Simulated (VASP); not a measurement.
# H11C2NO4 in VASP: notebook

One crystal, H11C2NO4, is run at these levels: PBE+D3(BJ); tasks: single point, molecular dynamics.

All numbers are computed with VASP 6.6.1; they aren't measurements. Logs are shortened: lines on timing, memory, paths and dates and some standing lists are left out, and cuts for length are marked.

## Step 1: The crystal as given

The cell holds a amorphous, 18 atoms: a = 5.711 Å, b = 5.711 Å, c = 5.711 Å, α = 90.00°, β = 90.00°, γ = 90.00°.

The cell was built by a generator and needn't be a form met in nature.

## Step 2: Single point, PBE+D3(BJ)

Contents of INCAR:

```
PREC = Accurate
ENCUT = 520
EDIFF = 1E-6
ISMEAR = -1
SIGMA = 0.05
LREAL = Auto
LASPH = T
NELM = 60
ALGO = Normal
ISIF = 2
LWAVE = F
LCHARG = F
GGA = PE
IVDW = 12
NBANDS = 39
```

Contents of KPOINTS:

```
Automatic mesh
0
Gamma
  1 1 1
```

Contents of POSCAR:

```
H11C2NO4
1.0
    5.7113350000      0.0000000000      0.0000000000
    0.0000000000      5.7113350000      0.0000000000
    0.0000000000      0.0000000000      5.7113350000
O H C N
4 11 2 1
Direct
    0.3343876694      0.8300511176      0.0663942843
    0.6043245581      0.5236779142      0.4008870080
    0.6790881642      0.2250962341     -0.0367164595
    0.1890451182      0.1377261183      0.3427219731
    0.4963988279      0.8555617907     -0.0268413602
    0.4080657149      0.8276698880      0.2182852170
    0.6216935270      0.3616667557      0.4571435575
    0.6605460895      0.5218919920      0.2413446243
    0.7351521142      0.1488093414     -0.1711508780
    0.7798351874      0.1799929439      0.1010796950
    0.1464281118      0.2440410167      0.4737596376
    0.3288022853      0.1597875103      0.2893894335
    0.2519901214      0.7212849535      0.5740514258
    0.1216002914      0.7263275574      0.8661897787
   -0.0175090412      0.5729133381      0.6424417409
    0.0928504456      0.7396869559      0.6829226442
   -0.0631551117      0.9165282723      0.5993344813
   -0.2047857462      1.0614155885      0.5527954498
```

Potentials or basis: VASP PAW PBE potentials, release 64 (O, H, C, N).

Run with:

```
$ cat potpaw_PBE.64/O/POTCAR potpaw_PBE.64/H/POTCAR potpaw_PBE.64/C/POTCAR potpaw_PBE.64/N/POTCAR > POTCAR
$ mpirun -np 1 vasp_gam > vasp.out
```

OUTCAR:

```text
PREC = Accurate
   ENCUT = 520
   EDIFF = 1E-6
   ISMEAR = -1
   LREAL = Auto
   LASPH = T
   NELM = 60
   ISIF = 2
   GGA = PE
   IVDW = 12
 IVDW          = 12

 ion  position               nearest neighbor table
   1  0.334  0.830  0.066-   6 0.96   5 1.08
   2  0.604  0.524  0.401-   8 0.97   7 0.98
   3  0.679  0.225  0.963-   9 0.94  10 1.01
   4  0.189  0.138  0.343-  12 0.86  11 0.99
   5  0.496  0.856  0.973-   1 1.08
   6  0.408  0.828  0.218-   1 0.96
   7  0.622  0.362  0.457-   2 0.98
   8  0.661  0.522  0.241-   2 0.97
   9  0.735  0.149  0.829-   3 0.94
  10  0.780  0.180  0.101-   3 1.01
  11  0.146  0.244  0.474-   4 0.99
  12  0.329  0.160  0.289-   4 0.86
  13  0.252  0.721  0.574-  16 1.11
  14  0.122  0.726  0.866-  16 1.06
  15  0.982  0.573  0.642-  16 1.17
  16  0.093  0.740  0.683-  14 1.06  13 1.11  15 1.17  17 1.43
  17  0.937  0.917  0.599-  18 1.19  16 1.43
  18  0.795  0.061  0.553-  17 1.19

  LATTYP: Found a simple cubic cell.
 ALAT       =     5.7113350000

  Lattice vectors:

 A1 = (   5.7113350000,   0.0000000000,   0.0000000000)
 A2 = (   0.0000000000,   5.7113350000,   0.0000000000)
 A3 = (   0.0000000000,   0.0000000000,   5.7113350000)

Analysis of symmetry for initial positions (statically):
=====================================================================
 Subroutine PRICEL returns:
 Original cell was already a primitive cell.

 Routine SETGRP: Setting up the symmetry group for a
 simple cubic supercell.

 Subroutine GETGRP returns: Found  1 space group operations
 (whereof  1 operations were pure point group operations)
 out of a pool of 48 trial point group operations.

The static configuration has the point symmetry C_1 .

Analysis of symmetry for dynamics (positions and initial velocities):
=====================================================================
 Subroutine PRICEL returns:
 Original cell was already a primitive cell.

 Routine SETGRP: Setting up the symmetry group for a
 simple cubic supercell.

 Subroutine GETGRP returns: Found  1 space group operations
 (whereof  1 operations were pure point group operations)
 out of a pool of 48 trial point group operations.

The dynamic configuration has the point symmetry C_1 .

 Subroutine INISYM returns: Found  1 space group operations
 (whereof  1 operations are pure point group operations),
 and found     1 'primitive' translations

----------------------------------------------------------------------------------------

                                     Primitive cell

  volume of cell :     186.3000

  direct lattice vectors                    reciprocal lattice vectors
     5.711335000  0.000000000  0.000000000     0.175090412  0.000000000  0.000000000
     0.000000000  5.711335000  0.000000000     0.000000000  0.175090412  0.000000000
     0.000000000  0.000000000  5.711335000     0.000000000  0.000000000  0.175090412

  length of vectors
     5.711335000  5.711335000  5.711335000     0.175090412  0.175090412  0.175090412

  position of ions in fractional coordinates (direct lattice)
     0.334387669  0.830051118  0.066394284
     0.604324558  0.523677914  0.400887008
     0.679088164  0.225096234  0.963283541
     0.189045118  0.137726118  0.342721973
     0.496398828  0.855561791  0.973158640
     0.408065715  0.827669888  0.218285217
     0.621693527  0.361666756  0.457143557
     0.660546090  0.521891992  0.241344624
     0.735152114  0.148809341  0.828849122
     0.779835187  0.179992944  0.101079695
     0.146428112  0.244041017  0.473759638
     0.328802285  0.159787510  0.289389433
     0.251990121  0.721284954  0.574051426
     0.121600291  0.726327557  0.866189779
     0.982490959  0.572913338  0.642441741
     0.092850446  0.739686956  0.682922644
     0.936844888  0.916528272  0.599334481
     0.795214254  0.061415588  0.552795450

  ion indices of the primitive-cell ions
   primitive index   ion index
                 1           1
                 2           2
                 3           3
                 4           4
                 5           5
                 6           6
                 7           7
                 8           8
                 9           9
                10          10
                11          11
                12          12
                13          13
                14          14
                15          15
                16          16
                17          17
                18          18

----------------------------------------------------------------------------------------

 KPOINTS: Automatic mesh

Automatic generation of k-mesh.
 Grid dimensions read from file:
 generate k-points for:    1    1    1

 Generating k-lattice:

  Cartesian coordinates                     Fractional coordinates (reciprocal lattice)
     0.175090412  0.000000000  0.000000000     1.000000000  0.000000000  0.000000000
     0.000000000  0.175090412  0.000000000     0.000000000  1.000000000  0.000000000
     0.000000000  0.000000000  0.175090412     0.000000000  0.000000000  1.000000000

  Length of vectors
     0.175090412  0.175090412  0.175090412

  Shift w.r.t. Gamma in fractional coordinates (k-lattice)
     0.000000000  0.000000000  0.000000000

 Subroutine IBZKPT returns following result:
 ===========================================

 Found      1 irreducible k-points:

 Following reciprocal coordinates:
            Coordinates               Weight
  0.000000  0.000000  0.000000      1.000000
   k-points           NKPTS =      1   k-points in BZ     NKDIM =      1   number of bands    NBANDS=     39
   number of dos      NEDOS =    301   number of ions     NIONS =     18
   total plane-waves  NPLWV =  74088
   dimension x,y,z NGX =    42 NGY =   42 NGZ =   42
   dimension x,y,z NGXF=    84 NGYF=   84 NGZF=   84
   ions per type =               4  11   2   1
   NGX,Y,Z   is equivalent  to a cutoff of  12.23, 12.23, 12.23 a.u.
   NGXF,Y,Z  is equivalent  to a cutoff of  24.45, 24.45, 24.45 a.u.
 SYSTEM =  unknown system
   PREC   = accura    normal or accurate (medium, high low for compatibility)
   ISTART =      0    job   : 0-new  1-cont  2-samecut
   ICHARG =      2    charge: 1-file 2-atom 10-const
   ISPIN  =      1    spin polarized calculation?
   LNONCOLLINEAR =      F non collinear calculations
   LSORBIT =      F    spin-orbit coupling
   LASPH  =      T    aspherical Exc in radial PAW
   ENCUT  =  520.0 eV  38.22 Ry    6.18 a.u.  10.62 10.62 10.62*2*pi/ulx,y,z
   NELM   =     60;   NELMIN=  2; NELMDL= -5     # of ELM steps
   EDIFF  = 0.1E-05   stopping-criterion for ELM
   LREAL  =      T    real-space projection
   EDIFFG = 0.1E-04   stopping-criterion for IOM
   NSW    =      0    number of steps for IOM
   IBRION =     -1    ionic relax: 0-MD 1-quasi-New 2-CG
   NFREE  =      0    steps in history (QN), initial steepest desc. (CG)
   ISIF   =      2    stress and relaxation
   ISYM   =      2    0-nonsym 1-usesym 2-fastsym
   POTIM  = 0.5000    time-step for ionic-motion
   TEBEG  =    0.0;   TEEND  =   0.0 temperature during run
   PSTRESS=    0.0 pullay stress
   NELECT =      48.0000    total number of electrons
   NUPDOWN=      -1.0000    fix difference up-down
   EMIN   =  10.00;   EMAX   =-10.00  energy-range for DOS
   EFERMI =   0.00;   METHOD = LEGACY
   ISMEAR =    -1;   SIGMA  =   0.05  broadening in eV -4-tet -1-fermi 0-gaus
   EFERMI_NEDOS =   21; number of points for ismear=-14 and -15
   IALGO  =     38    algorithm
   IMIX   =      4    mixing-type and parameters
     AMIX     =   0.40;   BMIX     =  1.00
     AMIX_MAG =   1.60;   BMIX_MAG =  1.00
  volume/ion in A,a.u.               =      10.35        69.85
  Fermi-wavevector in a.u.,A,eV,Ry     =   1.041720  1.968565 14.764774  1.085180
  Thomas-Fermi vector in A             =   2.176353
   LORBIT       =      0    0 simple, 1 ext, 2 COOP (PROOUT), +10 PAW based schemes
   GGA     = PE    functional components
   LHFCALC =     F    Hartree Fock is set to
   AEXX    =    0.0000 exact exchange contribution
   IVDW    =    12    specifies the selected vdW correction
   LEPSILON=     F    determine dielectric tensor
   LRPA    =     F    only Hartree local field effects (RPA)
 non-spin polarized calculation
  energy-cutoff  :      520.00
  volume of cell :      186.30
 maximum number of plane-waves:      2473
 NGX is ok and might be reduce to    42
   NGX = 21   NGY = 21   NGZ = 21

 number of electron      47.9999997 magnetization

 Free energy of the ion-electron system (eV)
  ---------------------------------------------------
  ext. energy  EPLUGINS =         0.00000000
  ---------------------------------------------------
  free energy    TOTEN  =       -92.94026765 eV

  energy without entropy =      -92.94026765  energy(sigma->0) =      -92.94026765

 E-fermi :  -1.9895     XC(G=0):  -6.9906

 val. band max:       -3.2164430929   @ k =   0.0000   0.0000   0.0000
 cond. band min:       1.5074330678   @ k =   0.0000   0.0000   0.0000
 fundamental gap:      4.7238761607
 Fermi energy:        -1.9895054708

 k-point     1 :       0.0000    0.0000    0.0000
  band No.  band energies     occupation
      1     -22.2716      2.00000
      2     -21.7223      2.00000
      3     -21.5107      2.00000
      4     -21.3742      2.00000
      5     -19.5478      2.00000
      6     -15.6280      2.00000
      7     -10.5110      2.00000
      8     -10.1273      2.00000
      9      -9.5289      2.00000
     10      -9.2998      2.00000
     11      -8.6463      2.00000
     12      -7.7926      2.00000
     13      -7.4333      2.00000
     14      -6.6192      2.00000
     15      -6.2924      2.00000
     16      -5.7703      2.00000
     17      -5.4769      2.00000
     18      -5.3173      2.00000
     19      -4.6817      2.00000
     20      -4.4254      2.00000
     21      -3.9319      2.00000
     22      -3.7569      2.00000
     23      -3.6075      2.00000
     24      -3.2164      2.00000
     25       1.5074      0.00000
     26       2.4508      0.00000
     27       2.7676      0.00000
     28       4.4434      0.00000
     29       5.3159      0.00000
     30       5.6368      0.00000
     31       5.9870      0.00000
     32       6.3574      0.00000
     33       6.4341      0.00000
     34       7.2273      0.00000
     35       7.5119      0.00000
     36       7.6117      0.00000
 [bands above 36 left out]

------------------------ aborting loop because EDIFF is reached ----------------------------------------

 Edisp (eV)   -0.74574

 E8    (eV) :    -0.1630

  FORCE on cell =-STRESS in cart. coord.  units (eV):
  Direction    XX          YY          ZZ          XY          YZ          ZX
  --------------------------------------------------------------------------------------
  -------------------------------------------------------------------------------------
  Total       2.85142    -0.70940     4.85261     1.54892     2.15932    -3.54151
  in kB      24.52220    -6.10082    41.73237    13.32066    18.57016   -30.45690
  external pressure =       20.05 kB  Pullay stress =        0.00 kB

 VOLUME and BASIS-vectors are now :
 -----------------------------------------------------------------------------
  energy-cutoff  :      520.00
  volume of cell :      186.30
      direct lattice vectors                 reciprocal lattice vectors
     5.711335000  0.000000000  0.000000000     0.175090412  0.000000000  0.000000000
     0.000000000  5.711335000  0.000000000     0.000000000  0.175090412  0.000000000
     0.000000000  0.000000000  5.711335000     0.000000000  0.000000000  0.175090412

 POSITION                                       TOTAL-FORCE (eV/Angst)
 -----------------------------------------------------------------------------------
      1.90980      4.74070      0.37920         4.005231      0.320226     -1.717294
      3.45150      2.99090      2.28960        -0.159559     -0.062368      0.584431
      3.87850      1.28560      5.50163        -0.398314      1.059964      3.792023
      1.07970      0.78660      1.95740        -7.721373     -0.404749      3.460133
      2.83510      4.88640      5.55804        -3.087484     -0.267003      1.023673
      2.33060      4.72710      1.24670        -0.263491     -0.291813      1.015206
      3.55070      2.06560      2.61090         0.189682      0.279366     -0.085631
      3.77260      2.98070      1.37840         0.005738     -0.267366     -0.433241
      4.19870      0.84990      4.73384         0.858737     -0.807299     -1.609583
      4.45390      1.02800      0.57730        -0.484447      0.204730     -1.308381
      0.83630      1.39380      2.70580         0.770915     -0.432073     -1.036247
      1.87790      0.91260      1.65280         7.325305      1.752812     -2.797683
      1.43920      4.11950      3.27860        -0.072953      0.264427      0.361608
      0.69450      4.14830      4.94710         0.239081      0.524984      1.013150
      5.61134      3.27210      3.66920         0.709202      0.761133      0.123035
      0.53030      4.22460      3.90040        -1.786481     -2.173528     -2.692806
      5.35064      5.23460      3.42300        -1.230986      1.330451      0.251908
      4.54174      0.35077      3.15720         1.101198     -1.791897      0.055701
 -----------------------------------------------------------------------------------
    total drift:                                0.004379      0.001521     -0.011237

  FREE ENERGIE OF THE ION-ELECTRON SYSTEM (eV)
  ---------------------------------------------------
  free  energy   TOTEN  =       -93.6860115041 eV

  energy  without entropy=      -93.6860115041  energy(sigma->0) =      -93.68601150
```

It took 16 s on 1 thread of Intel Xeon Platinum 8488C (Sapphire Rapids), shared host; peak memory 0.24 GiB.

What came out:

```yaml
Free_energy: -93.6860 eV
Pressure: 2.0 GPa
Largest_force: 8.471 eV/Å
Band_gap_on_the_k_mesh: 4.72 eV, direct
Dispersion_energy_per_atom: -0.041 eV
```

Forces in eV/Å, atoms in the order of the input:
```
O    4.005  0.320 -1.717
O   -0.160 -0.062  0.584
O   -0.398  1.060  3.792
O   -7.721 -0.405  3.460
H   -3.087 -0.267  1.024
H   -0.263 -0.292  1.015
H    0.190  0.279 -0.086
H    0.006 -0.267 -0.433
H    0.859 -0.807 -1.610
H   -0.484  0.205 -1.308
H    0.771 -0.432 -1.036
H    7.325  1.753 -2.798
H   -0.073  0.264  0.362
H    0.239  0.525  1.013
H    0.709  0.761  0.123
C   -1.786 -2.174 -2.693
C   -1.231  1.330  0.252
N    1.101 -1.792  0.056
```

Levels at points of the mesh, in eV from the valence-band top:
```tsv
k point	band 22	band 23	band 24	band 25	band 26	band 27
(0.00, 0.00, 0.00)	-0.54	-0.39	0.00	4.72	5.67	5.98
```

Caveat: the standard files for N, O and F lose accuracy on very short bonds.

## Step 3: Molecular dynamics, PBE+D3(BJ)

Contents of INCAR:

```
PREC = Accurate
ENCUT = 520
EDIFF = 1E-5
ISMEAR = -1
SIGMA = 0.05
LREAL = Auto
LASPH = True
NELM = 80
ALGO = Normal
ISIF = 2
LWAVE = False
LCHARG = False
GGA = PE
IVDW = 12
NBANDS = 39
IBRION = 0
NSW = 40
POTIM = 0.5
TEBEG = 1500.0
TEEND = 1500.0
ISYM = 0
NELMIN = 4
RANDOM_SEED = 493349 0 0
MDALGO = 3
LANGEVIN_GAMMA = 20 20 20 20
```

KPOINTS is that of step 2.

Contents of POSCAR:

```
H11C2NO4
1.0
    5.7113350000      0.0000000000      0.0000000000
    0.0000000000      5.7113350000      0.0000000000
    0.0000000000      0.0000000000      5.7113350000
O H C N
4 11 2 1
Direct
    0.3094751500      0.8042419100      0.2774209200
    0.6269182200      0.4582570500      0.4789258000
    0.4958845800      0.1813607500      0.0317409100
    0.0329745700      0.2299017300      0.3257877900
    0.3915600900      0.9195376000      0.1781727200
    0.4325817500      0.7059336000      0.3451152800
    0.7799147300      0.3814194500      0.4520392100
    0.5448108700      0.3457611300      0.5846883100
    0.6312409000      0.1167308900     -0.0582517600
    0.5750338000      0.2649468200      0.1619792000
    0.0883664700      0.0697415600      0.3549158700
    0.1230932700      0.2776080700      0.1891534300
    0.2869701900      0.6098492600      0.8517371900
    0.0214957500      0.4443977800      0.8362934500
    0.1415086300      0.5611721100      0.5750979200
    0.1169932600      0.5959341200      0.7623889800
   -0.0131043900      0.8090055400      0.7927879100
   -0.1193021500      0.9809469400      0.8164350100
```

Potentials or basis: VASP PAW PBE potentials, release 64 (O, H, C, N).

Run with:

```
$ cat potpaw_PBE.64/O/POTCAR potpaw_PBE.64/H/POTCAR potpaw_PBE.64/C/POTCAR potpaw_PBE.64/N/POTCAR > POTCAR
$ mpirun -np 1 vasp_gam > vasp.out
```

It took 4.3 min on 1 thread of Intel Xeon Platinum 8488C (Sapphire Rapids), shared host; peak memory 0.28 GiB.

The run converged. Its results:

```yaml
Dispersion_energy_per_atom: -0.041 eV
```

Step by step:
| step | potential energy change (eV) | largest force (eV/Å) | pressure (GPa) | volume (Å³) | temperature (K) |
| --- | --- | --- | --- | --- | --- |
| 1 | 0.0000 | 1.2194 | -1.30 | 186.30 | 1577 |
| 2 | 0.0463 | 1.3407 | -1.32 | 186.30 | 1503 |
| 3 | 0.2093 | 2.5116 | -1.41 | 186.30 | 1346 |
| 4 | 0.4165 | 3.2960 | -1.52 | 186.30 | 1221 |
| 5 | 0.6232 | 3.7371 | -1.85 | 186.30 | 1112 |
| 6 | 0.7900 | 3.6805 | -2.29 | 186.30 | 984 |
| 7 | 0.9114 | 3.5453 | -2.81 | 186.30 | 910 |
| 8 | 0.9413 | 3.3443 | -3.36 | 186.30 | 915 |
| 9 | 0.8985 | 3.2913 | -3.80 | 186.30 | 979 |
| 10 | 0.8460 | 3.0862 | -4.02 | 186.30 | 1061 |
| 11 | 0.8231 | 2.8201 | -4.09 | 186.30 | 1142 |
| 12 | 0.8610 | 2.5209 | -3.87 | 186.30 | 1219 |
| 13 | 1.0125 | 4.2017 | -3.16 | 186.30 | 1163 |
| 14 | 1.2457 | 6.4357 | -2.37 | 186.30 | 1032 |
| 15 | 1.4875 | 8.2431 | -1.53 | 186.30 | 940 |
| 16 | 1.6168 | 8.3330 | -0.85 | 186.30 | 923 |
| 17 | 1.5893 | 6.5644 | -0.41 | 186.30 | 946 |
| 18 | 1.4528 | 3.9887 | -0.23 | 186.30 | 1028 |
| 19 | 1.3402 | 4.3826 | -0.14 | 186.30 | 1075 |
| 20 | 1.3061 | 4.5505 | 0.17 | 186.30 | 1070 |
| 21 | 1.3359 | 4.3541 | 0.27 | 186.30 | 1032 |
| 22 | 1.3915 | 3.6623 | 0.18 | 186.30 | 976 |
| 23 | 1.4489 | 4.6020 | -0.13 | 186.30 | 956 |
| 24 | 1.4845 | 5.2723 | -0.54 | 186.30 | 954 |
| 25 | 1.4867 | 4.9916 | -1.19 | 186.30 | 980 |
| 26 | 1.4433 | 4.0943 | -1.91 | 186.30 | 1000 |
| 27 | 1.4084 | 3.8801 | -2.68 | 186.30 | 1026 |
| 28 | 1.3594 | 3.4259 | -3.42 | 186.30 | 1090 |
| 29 | 1.3357 | 2.6344 | -3.90 | 186.30 | 1123 |
| 30 | 1.3313 | 2.7613 | -4.04 | 186.30 | 1168 |
| 31 | 1.3715 | 2.7932 | -4.04 | 186.30 | 1218 |
| 32 | 1.4751 | 4.5681 | -4.05 | 186.30 | 1250 |
| 33 | 1.5896 | 6.2290 | -3.92 | 186.30 | 1238 |
| 34 | 1.6653 | 6.9018 | -3.72 | 186.30 | 1173 |
| 35 | 1.6332 | 6.2485 | -3.54 | 186.30 | 1228 |
| 36 | 1.5282 | 4.5162 | -3.34 | 186.30 | 1325 |
| 37 | 1.4550 | 3.5206 | -3.20 | 186.30 | 1367 |
| 38 | 1.4134 | 3.5264 | -2.74 | 186.30 | 1423 |
| 39 | 1.4201 | 3.8037 | -2.07 | 186.30 | 1475 |
| 40 | 1.4652 | 3.7482 | -1.23 | 186.30 | 1488 |

Caveat: the standard files for N, O and F lose accuracy on very short bonds.
